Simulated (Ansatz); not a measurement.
# Si (P6_3/mmc) in Ansatz: reference runs

Reference runs on Si: the cell as given and a disturbed copy, then over a range of volumes.

All numbers are computed with Ansatz 0.2.0; they aren't measurements. Logs are shortened: lines on timing, memory, paths and dates and some standing lists are left out, and cuts for length are marked.

## (1) The crystal as given

Symmetry: P6_3/mmc, No. 194, hexagonal system. The conventional cell has a = 3.831 Å, b = 3.831 Å, c = 6.333 Å, α = 90.00°, β = 90.00°, γ = 120.00°. Around Si (site symmetry 3m) lie 4 Si at 2.35 to 2.37 Å.

This isn't the form of Si at room conditions, which is diamond.

## (2) Single point, PBE

Contents of input.yaml:

```yaml
crystal:
  lattice:
    - [3.8313174605, 0.0, 0.0]
    - [-1.9156587303, 3.3180182508, 0.0]
    - [0.0, 0.0, 6.3326220002]
  atoms:
    - { symbol: Si, position: [0.6666666667, 0.3333333333, 0.9369905] }
    - { symbol: Si, position: [0.3333333333, 0.6666666667, 0.4369905] }
    - { symbol: Si, position: [0.6666666667, 0.3333333333, 0.5630095] }
    - { symbol: Si, position: [0.3333333333, 0.6666666667, 0.0630095] }
hamiltonian:
  xc: pbe
  pseudopotentials: { kind: paw }
kpoints:
  mp_grid: { grid: [8, 8, 4] }
scf:
  occupations: { method: fermi_dirac, width: 0.05 }
output:
  forces: true
  stress: true
  eigenvalues: true
```

Potentials or basis: Ansatz PAW.

Started as:

```bash
$ ansatz run input.yaml --threads 2 --pin off --max-ram 5120MiB --backend cpu --events-out ev --progress --plain --runs-dir out
```

Log:

```text
Warning: RAYON_NUM_THREADS=2 ignored (pool sized by the plan → 2); use --threads N
Engine: ansatz 0.2.0, x86_64-unknown-linux-gnu
Pseudopotentials: kind: paw
Pseudopotential: Si, paw, valence charge 4, recommended cutoff 420 eV (normal), Si.paw.azcp
Functional definition: PBE
  parameter kappa = 0.804
  parameter beta = 0.06672455060314922
  exchange = pbe_x(kappa = kappa, mu = beta*pi^2/3)
  correlation = pbe_c(beta = beta)
Crystal: 4 atoms, lattice volume = 80.503 Å³
Basis set: ecut = 420 eV, 1581 PW (Γ), exchange–correlation on 54×54×90 points (8 copies of the dense FFT grid, shifted against one another)
Bands: 12, of which v1, the nominal top of the filled ones, is band 8 counted from 1 (7 counted from 0)
Symmetry: 24 space group operations
Space group: P63/mmc (ITA 194), of the structure as read, at distance tolerance 4.3e-5 Å
k-points: 30 of 256
Non-local potential: Si, projectors of the file, l = 0: 2, l = 1: 2, l = 2: 2
PAW form: soft (Blöchl's): semilocal exchange-correlation on the pseudo side does not see the compensation charge
PAW one-centre angular grid: Si, 110 points (default); XC on 64 Gauss nodes
Initial density: superposition of atomic densities (neutral atoms: chi_scale 0, normalization atom), corrected by the library's trained network
Initial wavefunctions: pseudopotential atomic-orbital guess
Functional: x = pbe(κ = 0.804, μ = 0.2195149727645171), c = pbe(β = 0.06672455060314922)
SCF iter   1: F=—  HF=-2543.186404 eV  |F-HF|=—  |Δ(HF+E_count)|=         —  Δρ=1.14e-3  dr2=9.28e-4  ethr=1.77e-3  ⟨swp⟩=6.1  Hψ=2555  notcnv=0
preconditioner: auto → none  [insulator: Δε(μ)=0.418 eV  Ē_g=7.867 eV  σ=0.050 eV  W_gap=0.97  n_scr=10 (ndim 8)  ℏωp=16.6 eV  f_vac=0.000  D(μ)=0.01/eV (n_scr^D=0)  ε∞_Penn≈5.4]
SCF iter   2: F=—  HF=-2543.187267 eV  |F-HF|=—  |Δ(HF+E_count)|=   8.63e-4  Δρ=4.91e-4  dr2=1.24e-4  ethr=5.80e-6  ⟨swp⟩=2.1  Hψ=824  notcnv=0
SCF iter   3: F=—  HF=-2543.187505 eV  |F-HF|=—  |Δ(HF+E_count)|=   2.38e-4  Δρ=1.12e-4  dr2=6.06e-6  ethr=7.76e-7  ⟨swp⟩=2.1  Hψ=579  notcnv=0
SCF iter   4: F=—  HF=-2543.187524 eV  |F-HF|=—  |Δ(HF+E_count)|=   1.85e-5  Δρ=7.89e-6  dr2=6.67e-8  ethr=3.79e-8  ⟨swp⟩=2.0  Hψ=599  notcnv=0
iter 5 did not close the SCF: its close was put off for the readings that it lacked (scf_convergence_deferred on its scf_iter line)
SCF iter   5: F=-2543.187524 eV  HF=-2543.187524 eV  |F-HF|=9.48e-9  |Δ(HF+E_count)|=   1.85e-7  Δρ=2.10e-6  dr2=3.64e-9  ethr=4.17e-10  ⟨swp⟩=2.1  Hψ=604  notcnv=0
SCF iter   6: F=-2543.187524 eV  HF=-2543.187524 eV  |F-HF|=6.73e-11  |Δ(HF+E_count)|=   1.13e-8  Δρ=1.95e-7  dr2=2.34e-11  ethr=2.28e-11  ⟨swp⟩=2.1  Hψ=1205  notcnv=0
SCF 1 converged in 6 iterations: F = -2543.187524 eV  dr2 = 2.34e-11
SCF converged after 6 iterations
Free energy (F): -2543.187524 eV
Harris-Foulkes:  -2543.187524 eV  (|F-HF|=6.73e-11)
Internal energy: -2543.187355 eV  (E = F + TS)
E sigma→0 (E₀):  -2543.187439 eV
Entropy (-TS):   -0.000169 eV (-0.042 meV/atom)
Fermi energy:    6.624645 eV
--- Per-component energies (eV) ---
  E_band       = 18.026178
  E_kinetic    = 161.368230
  E_local      = -111.389220  (includes V_loc(G=0)·N_el)
  E_nonlocal   = 103.849541
  E_hartree    = 30.537779
  E_xc         = -220.709023
  E_vxc        = -186.924478  (∫ρ·V_xc dr)
  E_paw        = -2051.187933  (= ΣΔE_a)
  E_vpaw       = -9.953456  (= ΣTr[D̂ρ^β])
  E_aug_tail   = 0.000024  (compensation charges beyond the density's cutoff)
  E_ewald      = -455.656753
  E_smearing   = -0.000169  (= −TS)
  E_closure    = 0.000000  (closes the sum)
  Σ components = -2543.187524   (vs F -2543.187524, Δ=0.00e0)
--- Forces (eV/Å), atoms counted from 1 ---
  atom   1  Si    -0.00000000    -0.00000000     0.00729033
  atom   2  Si     0.00000000     0.00000000     0.00729033
  atom   3  Si    -0.00000000    -0.00000000    -0.00729033
  atom   4  Si     0.00000000     0.00000000    -0.00729033
  max |Σ_I F_I| component: 6.94e-18 eV/Å
--- Stress (GPa, compression-positive) ---
        1.443321       0.000000       0.000000
        0.000000       1.443321       0.000000
        0.000000       0.000000       1.429270
  P = ⅓ Tr σ = 1.4386 GPa (14.386 kbar)
--- Band table (eV; the first three rows and the last of 30) ---
  k-point 0: bands = ["-5.7650", "-3.4816", "-0.7854", "4.9113", "4.9113", "6.0781", "6.4293", "6.4293", "7.4584", "8.4300", "8.4300", "8.7697"]
  k-point 1: bands = ["-5.5636", "-4.1003", "0.2118", "4.4900", "5.0667", "5.0667", "6.0897", "6.0897", "7.6610", "8.7427", "8.7427", "8.9720"]
  k-point 2: bands = ["-4.9769", "-4.9769", "2.1968", "2.1968", "5.5030", "5.5030", "5.5030", "5.5030", "8.2353", "8.2353", "9.4075", "9.4075"]
  k-point 29: bands = ["-2.4628", "-2.4628", "-0.8971", "-0.8971", "2.1537", "2.1537", "4.3870", "4.3870", "7.9741", "7.9741", "10.2018", "10.2018"]
```

Run time: 5.3 s. Hardware: 2 threads of Intel Xeon at 2.70GHz, shared host; peak memory 0.35 GiB.

What came out:

| Quantity | Value |
| --- | --- |
| Free energy | -2543.1875 eV |
| Pressure | 1.4 GPa |
| Largest force | 0.007 eV/Å |
| Band gap on the k mesh | 0.42 eV, indirect (least direct gap 1.03 eV) |

Forces in eV/Å, atoms in the order of the input:
```
Si   0.000  0.000  0.007
Si   0.000  0.000  0.007
Si   0.000  0.000 -0.007
Si   0.000  0.000 -0.007
```

A k mesh can miss the band edges. PBE gaps usually lie below the measured ones, often by a third to a half.

## (3) Single point, PBE (atoms moved at random, drawn with an rms of 0.05 Å)

Contents of input.yaml:

```yaml
crystal:
  lattice:
    - [3.8313174605, 0.0, 0.0]
    - [-1.9156587303, 3.3180182508, 0.0]
    - [0.0, 0.0, 6.3326220002]
  atoms:
    - { symbol: Si, position: [0.662409, 0.333713, 0.940325] }
    - { symbol: Si, position: [0.334686, 0.658685, 0.434314] }
    - { symbol: Si, position: [0.674367, 0.345422, 0.562186] }
    - { symbol: Si, position: [0.314249, 0.647393, 0.058825] }
hamiltonian:
  xc: pbe
  pseudopotentials: { kind: paw }
kpoints:
  mp_grid: { grid: [8, 8, 4] }
scf:
  occupations: { method: fermi_dirac, width: 0.05 }
output:
  forces: true
  stress: true
  eigenvalues: true
  write_density: true
  write_potential: true
  elf: true
  volumetric_format: npy
```

Potentials or basis: Ansatz PAW.

Started as:

```bash
$ ansatz run input.yaml --threads 2 --pin off --max-ram 5120MiB --backend cpu --events-out ev --progress --plain --runs-dir out
```

Log:

```text
Warning: RAYON_NUM_THREADS=2 ignored (pool sized by the plan → 2); use --threads N
[... 8 set-up lines as earlier in the session ...]
Crystal: 4 atoms, lattice volume = 80.503 Å³
Basis set: ecut = 420 eV, 1581 PW (Γ), exchange–correlation on 54×54×90 points (8 copies of the dense FFT grid, shifted against one another)
Bands: 12, of which v1, the nominal top of the filled ones, is band 8 counted from 1 (7 counted from 0)
Symmetry: 1 space group operations
Space group: P1 (ITA 1), of the structure as read, at distance tolerance 4.3e-5 Å
k-points: 132 of 256 (time reversal used)
[... 6 set-up lines as earlier in the session ...]
SCF iter   1: F=—  HF=-2543.117594 eV  |F-HF|=—  |Δ(HF+E_count)|=         —  Δρ=1.13e-3  dr2=9.46e-4  ethr=1.77e-3  ⟨swp⟩=6.1  Hψ=11415  notcnv=0
preconditioner: auto → Kerker (q_TF=auto, 2.084 Å⁻¹)  [metal: Δε(μ)=0.065 eV  Ē_g=7.861 eV  σ=0.050 eV  W_gap=0.31  n_scr=10 (ndim 8)  ℏωp=16.6 eV  f_vac=0.000  D(μ)=0.08/eV (n_scr^D=0)]
SCF iter   2: F=—  HF=-2543.118400 eV  |F-HF|=—  |Δ(HF+E_count)|=   8.06e-4  Δρ=6.56e-4  dr2=3.56e-4  ethr=5.92e-6  ⟨swp⟩=2.0  Hψ=3566  notcnv=0
SCF iter   3: F=—  HF=-2543.118636 eV  |F-HF|=—  |Δ(HF+E_count)|=   2.35e-4  Δρ=1.05e-4  dr2=1.46e-5  ethr=2.22e-6  ⟨swp⟩=2.1  Hψ=2594  notcnv=0
SCF iter   4: F=—  HF=-2543.118664 eV  |F-HF|=—  |Δ(HF+E_count)|=   2.80e-5  Δρ=4.90e-5  dr2=3.95e-6  ethr=9.14e-8  ⟨swp⟩=2.7  Hψ=2649  notcnv=0
SCF iter   5: F=—  HF=-2543.118666 eV  |F-HF|=—  |Δ(HF+E_count)|=   2.59e-6  Δρ=1.34e-5  dr2=2.12e-7  ethr=2.47e-8  ⟨swp⟩=2.1  Hψ=2514  notcnv=0
SCF iter   6: F=-2543.118666 eV  HF=-2543.118666 eV  |F-HF|=1.35e-9  |Δ(HF+E_count)|=   6.47e-9  Δρ=3.92e-6  dr2=1.81e-8  ethr=6.25e-10  ⟨swp⟩=9.6  Hψ=11792  notcnv=0
SCF 1 converged in 6 iterations: F = -2543.118666 eV  dr2 = 1.81e-8
SCF converged after 6 iterations
Free energy (F): -2543.118666 eV
Harris-Foulkes:  -2543.118666 eV  (|F-HF|=1.35e-9)
Internal energy: -2543.117947 eV  (E = F + TS)
E sigma→0 (E₀):  -2543.118307 eV
Entropy (-TS):   -0.000719 eV (-0.180 meV/atom)
Fermi energy:    6.661307 eV
--- Per-component energies (eV) ---
  E_band       = 17.952755
  E_kinetic    = 161.421030
  E_local      = -111.679514  (includes V_loc(G=0)·N_el)
  E_nonlocal   = 103.920214
  E_hartree    = 30.594491
  E_xc         = -220.726010
  E_vxc        = -186.942845  (∫ρ·V_xc dr)
  E_paw        = -2051.191833  (= ΣΔE_a)
  E_vpaw       = -9.954586  (= ΣTr[D̂ρ^β])
  E_aug_tail   = 0.000024  (compensation charges beyond the density's cutoff)
  E_ewald      = -455.456350
  E_smearing   = -0.000719  (= −TS)
  E_closure    = -0.000000  (closes the sum)
  Σ components = -2543.118666   (vs F -2543.118666, Δ=0.00e0)
--- Forces (eV/Å), atoms counted from 1 ---
  atom   1  Si    -0.28145520    -0.77820324    -0.53990422
  atom   2  Si    -0.23326263     0.72721403     0.00720712
  atom   3  Si     0.18869564    -0.76837992     0.12795407
  atom   4  Si     0.32602209     0.81936836     0.40474271
  max |Σ_I F_I| component: 7.64e-7 eV/Å
--- Stress (GPa, compression-positive) ---
        4.300961       0.123939       0.521394
        0.123939      -0.067998       0.017004
        0.521394       0.017004       0.712430
  P = ⅓ Tr σ = 1.6485 GPa (16.485 kbar)
--- Band table (eV; the first three rows and the last of 132) ---
  k-point 0: bands = ["-5.7773", "-3.5231", "-0.7138", "4.6637", "5.0974", "6.1099", "6.2083", "6.6415", "7.4204", "8.2342", "8.6452", "8.7223"]
  k-point 1: bands = ["-5.5785", "-4.1214", "0.2660", "4.5429", "4.8126", "5.2597", "5.8306", "6.3008", "7.6182", "8.5328", "8.9244", "8.9571"]
  k-point 2: bands = ["-5.0735", "-4.9088", "2.2186", "2.2703", "5.1368", "5.3554", "5.6061", "5.8127", "8.1040", "8.2853", "9.0906", "9.2320"]
  k-point 131: bands = ["-2.9337", "-2.7404", "-0.9707", "-0.9386", "3.8668", "4.0166", "4.0860", "4.1901", "7.2894", "7.3771", "7.9682", "8.1485"]
```

Wall time 13 s (2 threads of Intel Xeon at 2.70GHz, shared host); peak memory 0.47 GiB.

What came out:

| Property | Result |
| --- | --- |
| Free energy | -2543.1187 eV |
| Pressure | 1.6 GPa |
| Largest force | 0.988 eV/Å |
| Band gap on the k mesh | 0.06 eV, indirect (least direct gap 0.78 eV) |

Forces in eV/Å, atoms in the order of the input:
```
Si  -0.281 -0.778 -0.540
Si  -0.233  0.727  0.007
Si   0.189 -0.768  0.128
Si   0.326  0.819  0.405
```

(Part 1 of 2 ends here.)
